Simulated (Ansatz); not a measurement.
MnS:

```
Mn S
1.0
     0.00000    2.47346    2.47346
     2.47346    0.00000    2.47346
     2.47346    2.47346    0.00000
Mn S
1 1
Direct
  0.00000 0.00000 0.00000
  0.75000 0.75000 0.75000
```

The cell is a database's computed one.

Alike in all runs: program Ansatz 0.2.0; functional PBEsol; potentials or basis Ansatz PAW; cutoff 420 eV (not typed: the program's choice for these potentials); k mesh 8 × 8 × 8; occupations fermi-dirac, width 0.05 eV.

Q: Only the start or the spin constraint differs. Which run ends lowest in energy?
A. collinear spin, ferromagnetic start of up to 3 μB; fixed moment 3
B. collinear spin, program default start; fixed moment 0
C. collinear spin, ferromagnetic start of up to 1 μB; fixed moment 1
D. collinear spin, ferromagnetic start of up to 2 μB; fixed moment 2
E. collinear spin, ferromagnetic start of up to 4 μB; fixed moment 4
F. collinear spin, ferromagnetic start of up to 5 μB; fixed moment 5

A: B.

```csv
start,free energy over the lowest (meV/atom),net moment (μB),site or absolute moments (μB),gap
"collinear spin, ferromagnetic start of up to 8 μB; fixed moment 8",7490.2,8.00,Mn +4.26; S +1.19,-
"collinear spin, ferromagnetic start of up to 1 μB; fixed moment 1",38.1,1.00,Mn +0.88; S -0.02,-
"collinear spin, ferromagnetic start of up to 5 μB; fixed moment 5",809.8,5.00,Mn +3.72; S +0.25,-
"collinear spin, ferromagnetic start of up to 3 μB; fixed moment 3",176.5,3.00,Mn +2.52; S +0.02,-
"collinear spin, ferromagnetic start of up to 2 μB; fixed moment 2",97.2,2.00,Mn +1.74; S -0.02,-
"collinear spin, program default start; fixed moment 0",0.0,0.00,-,-
"collinear spin, ferromagnetic start of up to 6 μB; fixed moment 6",2850.5,6.00,Mn +3.89; S +0.56,-
"collinear spin, ferromagnetic start of up to 4 μB; fixed moment 4",339.9,4.00,Mn +3.18; S +0.11,-
```

All polarised runs hold their moment fixed, so the table maps the energy against it. A still lower state may exist.

Caveats: the total moment is fixed, so each spin has its own Fermi level; a cell with one magnetic atom can't hold antiferromagnetic order, which such compounds often take (some runs).
